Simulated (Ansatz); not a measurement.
# CuO (Cccm): energies of magnetic orders

An exercise on one series of results from a longer session: the logs are not shown, and one member is left open.

Program: Ansatz 0.2.0. Level of theory: DFT PBE+U (U_eff = 4 eV on Cu 3d), scalar-relativistic, plane waves, PAW. These are calculated values, not measurements.

### The structure to begin with

It takes space group Cccm (No. 66, orthorhombic). The conventional cell has a = 4.152 Å, b = 4.187 Å, c = 5.218 Å, α = 90.00°, β = 90.00°, γ = 90.00°. Cu (site symmetry 2/m) has 4 O at 1.97 Å as nearest neighbours. Around O (site symmetry 222) lie 4 Cu at 1.97 Å.

Coordinates:

```cif
data_structure
_symmetry_space_group_name_H-M 'P 1'
_symmetry_Int_Tables_number 1
_cell_length_a 2.9485
_cell_length_b 2.9485
_cell_length_c 5.2179
_cell_angle_alpha 90.005
_cell_angle_beta 90.005
_cell_angle_gamma 89.514
_cell_volume 45.36
loop_
_atom_site_label
_atom_site_type_symbol
_atom_site_fract_x
_atom_site_fract_y
_atom_site_fract_z
_atom_site_occupancy
Cu1 Cu 0.00000 0.50000 0.00000 1
Cu2 Cu 0.50000 0.00000 0.50000 1
O1 O 0.50004 0.49996 0.25000 1
O2 O 0.49996 0.50004 0.75000 1
```

This cell comes from an earlier session at PBE+U (U_eff = 4 eV on Cu 3d): 11.340 Å³/atom at -0.02 GPa, on a 10×10×6 mesh.

Set-up of the first run:

input.yaml reads:

```yaml
crystal:
  lattice:
    - [2.0872091905, -2.0760605443, 0.1652846383]
    - [2.0872091905, 2.0760605443, 0.1652846383]
    - [-0.4124906359, 0.0, 5.2015957572]
  atoms:
    - { symbol: Cu, position: [0.0, 0.5, 0.0], spin: 1.0 }
    - { symbol: Cu, position: [0.5, 0.0, 0.5], spin: -1.0 }
    - { symbol: O, position: [0.5000352668, 0.4999647332, 0.25] }
    - { symbol: O, position: [0.4999647332, 0.5000352668, 0.75] }
basis:
  ecutwfc: 420
  ecutrho_ratio: 4
kpoints:
  mp_grid: { grid: [5, 5, 3] }
hamiltonian:
  xc: pbe
  hubbard: { sites: [{ species: Cu, l: d, u_eff: 4.0 }] }
scf:
  occupations: { method: gaussian, width: 0.05 }
output:
  forces: true
  stress: true
  eigenvalues: true
  populations: true
  hubbard: { sites: [{ species: Cu, l: d }] }
magnetization:
  spin_polarized: true
```

The run is started by

```console
> ansatz run input.yaml --threads 4 --pin off --max-ram 10240MiB --backend cpu --events-out ev --progress --plain --runs-dir out
```

Among the steps run: Coarse mesh, to find the state of the open shells; Antiferromagnetic, in the cell as typed; Ferromagnetic, larger cell; Antiferromagnetic, propagation vector (1, 0, 0); Antiferromagnetic, propagation vector (1, 0, 1/2); Antiferromagnetic, propagation vector (1/2, 1/2, 1/2).

One table of the session follows, with a row left open; its other results are not shown here.

| order | above the lowest (meV/atom) | largest moment (μB) | pressure (GPa) | gap on the mesh (eV) |
| --- | --- | --- | --- | --- |
| ferromagnetic | 27.2 | 0.59 | 0.0 | 0.00 |
| antiferromagnetic, in the cell as typed | 8.7 | 0.54 | -0.4 | 0.00 |
| antiferromagnetic, propagation vector (1, 0, 0) (1) | 9.4 | 0.56 | -0.1 | 0.00 |
| antiferromagnetic, propagation vector (1, 0, 0) (2) | 8.6 | 0.56 | -0.1 | 0.02 |
| antiferromagnetic, propagation vector (1, 0, 1/2) | ? | ? | ? | ? |
| antiferromagnetic, propagation vector (1/2, 1/2, 1/2) | 2.6 | 0.55 | -0.3 | 0.20 |

Q: Estimate the row for antiferromagnetic, propagation vector (1, 0, 1/2) from the others.

The run gave: above the lowest (meV/atom): 0.0; largest moment (μB): 0.54; pressure (GPa): -0.2; gap on the mesh (eV): 0.40. In the column «above the lowest (meV/atom)» it is the lowest.

The first row is the run of the earlier session that started with parallel moments (-3595.2227 eV/atom). A larger cell is measured against the parallel state in that same cell where that was run, so that mesh errors cancel.

The work goes on in this order: antiferromagnetic, propagation vector (1, 0, 1/2), the lowest.

To keep in mind: Only these orders were tried, at zero temperature; the one found in experiment may not be among them. Warnings in the runs' records: filled band counts differ across k points, stability check not made.
